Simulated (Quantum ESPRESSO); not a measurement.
# Rb (Im-3m) in Quantum ESPRESSO: single point with PBEsol

Aim: the single point of Rb with PBEsol.

Everything below comes from runs of Quantum ESPRESSO 7.5. Logs are shortened: lines on timing, memory, paths and dates and some standing lists are left out, and cuts for length are marked.

### 1 The structure

Symmetry: Im-3m, No. 229, cubic system. The conventional cell has a = 5.605 Å, b = 5.605 Å, c = 5.605 Å, α = 90.00°, β = 90.00°, γ = 90.00°.

### 2 Single point, PBEsol

The input, run.py:

```python
import numpy as np
from ase.calculators.espresso import Espresso, EspressoProfile
from ase.io import read

atoms = read('Rb.xyz')

input_data = {
    'control': {'calculation': 'scf', 'prefix': 'pwscf', 'outdir': './tmp', 'tprnfor': True, 'tstress': True, 'disk_io': 'nowf'},
    'system': {'ecutwfc': 45.0, 'ecutrho': 360.0, 'nbnd': 10, 'occupations': 'smearing', 'smearing': 'fd', 'degauss': 0.00367493},
    'electrons': {'conv_thr': 2e-10, 'electron_maxstep': 120, 'mixing_beta': 0.5},
}
pseudopotentials = {'Rb': 'rb_pbesol_v1.uspp.F.UPF'}
profile = EspressoProfile(command='mpirun -n 2 pw.x -nk 2', pseudo_dir='pseudo')
dft = Espresso(profile=profile, input_data=input_data, pseudopotentials=pseudopotentials, kpts=(7, 7, 7), koffset=(0, 0, 0))
atoms.calc = dft

print(f'energy {atoms.get_potential_energy():.8f} eV')
print('forces (eV/A)')
print(np.round(atoms.get_forces(), 6))
print('stress (eV/A^3, Voigt)')
print(np.round(atoms.get_stress(), 8))
print(f'Fermi level {dft.get_fermi_level():.4f} eV')
```

The input, Rb.xyz:

```xyz
1
Lattice="-2.8025000000 2.8025000000 2.8025000000 2.8025000000 -2.8025000000 2.8025000000 2.8025000000 2.8025000000 -2.8025000000" Properties=species:S:1:pos:R:3 pbc="T T T"
Rb     0.0000000000      0.0000000000      0.0000000000
```

Potentials or basis: GBRV 1.5 PBEsol.

Started as:

```
OMP_NUM_THREADS=1 python run.py
```

Output:

```text
energy -722.74998977 eV
forces (eV/A)
[[0. 0. 0.]]
stress (eV/A^3, Voigt)
[0.00039573 0.00039573 0.00039573 0.         0.         0.        ]
Fermi level 2.0560 eV
```

espresso.pwi:

```text
&CONTROL
   calculation      = 'scf'
   tstress          = .true.
   tprnfor          = .true.
   outdir           = './tmp'
   prefix           = 'pwscf'
   disk_io          = 'nowf'
   pseudo_dir       = 'pseudo'
/
&SYSTEM
   nbnd             = 10
   ecutwfc          = 45.0
   ecutrho          = 360.0
   occupations      = 'smearing'
   degauss          = 0.00367493
   smearing         = 'fd'
   ntyp             = 1
   nat              = 1
   ibrav            = 0
/
&ELECTRONS
   electron_maxstep = 120
   conv_thr         = 2e-10
   mixing_beta      = 0.5
/
&IONS
/
&CELL
/
&FCP
/
&RISM
/
ATOMIC_SPECIES
Rb 85.4678 rb_pbesol_v1.uspp.F.UPF

K_POINTS automatic
7 7 7  0 0 0

CELL_PARAMETERS angstrom
-2.80250000000000 2.80250000000000 2.80250000000000
2.80250000000000 -2.80250000000000 2.80250000000000
2.80250000000000 2.80250000000000 -2.80250000000000

ATOMIC_POSITIONS angstrom
Rb 0.0000000000 0.0000000000 0.0000000000
```

espresso.pwo:

```text
This program is part of the open-source Quantum ESPRESSO suite
     for quantum simulation of materials; please cite
         "P. Giannozzi et al., J. Phys.:Condens. Matter 21 395502 (2009);
         "P. Giannozzi et al., J. Phys.:Condens. Matter 29 465901 (2017);
         "P. Giannozzi et al., J. Chem. Phys. 152 154105 (2020);
     in publications or presentations arising from this work. More details at

Warning: card &CELL ignored
Warning: card &FCP ignored
Warning: card &RISM ignored

     Message from routine setup:
[... 7 lines left out ...]
     --------------------
     sticks:   dense  smooth     PW     G-vecs:    dense   smooth      PW
     Sum        2267    1137    337                68563    24295    3925

     Using Slab Decomposition

     bravais-lattice index     =            0
     lattice parameter (alat)  =       9.1729  a.u.
     unit-cell volume          =     594.1464 (a.u.)^3
     number of atoms/cell      =            1
     number of atomic types    =            1
     number of electrons       =         9.00
     number of Kohn-Sham states=           10
     kinetic-energy cutoff     =      45.0000  Ry
     charge density cutoff     =     360.0000  Ry
     scf convergence threshold =      2.0E-10
     mixing beta               =       0.5000
     number of iterations used =            8  plain     mixing
     Exchange-correlation= SLA  PW   PSX  PSC
                           (   1   4  10   8   0   0   0)

     celldm(1)=   9.172867  celldm(2)=   0.000000  celldm(3)=   0.000000
     celldm(4)=   0.000000  celldm(5)=   0.000000  celldm(6)=   0.000000

     crystal axes: (cart. coord. in units of alat)
               a(1) = (  -0.577350   0.577350   0.577350 )
               a(2) = (   0.577350  -0.577350   0.577350 )
               a(3) = (   0.577350   0.577350  -0.577350 )

     reciprocal axes: (cart. coord. in units 2 pi/alat)
               b(1) = ( -0.000000  0.866025  0.866025 )
               b(2) = (  0.866025 -0.000000  0.866025 )
               b(3) = (  0.866025  0.866025  0.000000 )

     PseudoPot. # 1 for Rb read from file:
     rb_pbesol_v1.uspp.F.UPF
     Pseudo is Ultrasoft + core correction, Zval =  9.0
     Generated by new atomic code, or converted to UPF format
     Using radial grid of  881 points,  6 beta functions with:
                l(1) =   0
                l(2) =   0
                l(3) =   1
                l(4) =   1
                l(5) =   2
                l(6) =   2
     Q(r) pseudized with  8 coefficients,  rinner =    1.900   1.900   1.900
                                                       1.900   1.900

[... 34 lines left out ...]

     Smooth grid:    24295 G-vectors     FFT dimensions: (  40,  40,  40)

     Initial potential from superposition of free atoms

     starting charge       8.4942, renormalised to       9.0000

     negative rho (up, down):  7.311E-02 0.000E+00
     Starting wfcs are   10 randomized atomic wfcs

     Self-consistent Calculation

     iteration #  1     ecut=    45.00 Ry     beta= 0.50
     Davidson diagonalization with overlap
     ethr =  1.00E-02,  avg # of iterations =  4.0

     negative rho (up, down):  6.869E-02 0.000E+00
[... 76 lines left out ...]
     iteration # 10     ecut=    45.00 Ry     beta= 0.50
     Davidson diagonalization with overlap
     ethr =  2.50E-12,  avg # of iterations =  2.0

     negative rho (up, down):  6.898E-02 0.000E+00

     End of self-consistent calculation

          k = 0.0000 0.0000 0.0000 (  3043 PWs)   bands (ev):

   -26.7765 -10.8179 -10.8179 -10.8179   0.0459   5.7787   5.7787   5.7787
     6.7471   6.7471
[... 63 lines left out ...]
   -26.7710 -10.9154 -10.8598 -10.8329   2.1641   3.3018   4.8206   5.4593
     6.9321   7.6615

          k = 0.1237-0.1237 0.4949 (  3035 PWs)   bands (ev):

   -26.7709 -10.9015 -10.8675 -10.8410   2.0080   3.7830   4.4903   5.7243
     6.4020   7.3100

          k =-0.7423-0.2474-0.2474 (  3022 PWs)   bands (ev):

   -26.7701 -10.9090 -10.8802 -10.8413   2.9518   3.0341   4.0963   5.7896
     6.5877   7.2486

          k =-0.0000-0.0000 0.4949 (  3031 PWs)   bands (ev):
[... 6 lines left out ...]
   -26.7694 -10.9032 -10.8772 -10.8661   2.6708   3.4906   4.8018   5.1020
     6.0169   7.6846

          k =-0.7423-0.1237-0.1237 (  3042 PWs)   bands (ev):

   -26.7687 -10.8966 -10.8966 -10.8694   3.2512   3.2512   4.2903   5.7255
     5.7255   7.4355

          k =-0.0000-0.0000 0.7423 (  3044 PWs)   bands (ev):

   -26.7680 -10.8946 -10.8911 -10.8911   3.1479   3.3999   5.2007   5.3197
     5.3197   7.6017

     the Fermi energy is     2.0560 ev

!    total energy              =     -53.12114910 Ry
     estimated scf accuracy    <          1.5E-11 Ry
     smearing contrib. (-TS)   =      -0.00057858 Ry
     internal energy E=F+TS    =     -53.12057053 Ry

     The total energy is F=E-TS. E is the sum of the following terms:
     one-electron contribution =     -26.33747180 Ry
     hartree contribution      =      13.94076692 Ry
     xc contribution           =     -12.89340144 Ry
     ewald contribution        =     -27.83046422 Ry

     convergence has been achieved in  10 iterations

     negative rho (up, down):  6.898E-02 0.000E+00

     Forces acting on atoms (cartesian axes, Ry/au):

     atom    1 type  1   force =     0.00000000    0.00000000    0.00000000

     Total force =     0.000000     Total SCF correction =     0.000000

     Computing stress (Cartesian axis) and pressure

     negative rho (up, down):  6.898E-02 0.000E+00
          total   stress  (Ry/bohr**3)                   (kbar)     P=       -0.63
  -0.00000431  -0.00000000  -0.00000000           -0.63       -0.00       -0.00
  -0.00000000  -0.00000431  -0.00000000           -0.00       -0.63       -0.00
  -0.00000000  -0.00000000  -0.00000431           -0.00       -0.00       -0.63

=------------------------------------------------------------------------------=
   JOB DONE.
=------------------------------------------------------------------------------=
```

Wall time 8.2 s (2 MPI ranks of Intel Xeon 6975P-C (Granite Rapids), shared host); peak memory 0.36 GiB.

What came out:

| Quantity | Value |
| --- | --- |
| Free energy | -722.7501 eV |
| Pressure | -0.1 GPa |
| Band gap on the k mesh | none (metal or under the smearing width) |

Levels at points of the mesh, in eV from the Fermi level:
```csv
k point,band 3,band 4,band 5,band 6,band 7,band 8
"(0.00, 0.00, 0.00)",-12.87,-12.87,-2.01,3.72,3.72,3.72
```

### 3 The reference run

An earlier run on the cell as given: functional PBEsol; potentials or basis GBRV 1.5 PBEsol; cutoff 612 eV; density cutoff 4898 eV; k mesh 7 × 7 × 7; occupations fermi-dirac, width 0.05 eV; no spin polarisation.

* Pressure: -0.1 GPa
* Band gap on the k mesh: none (metal or under the smearing width)
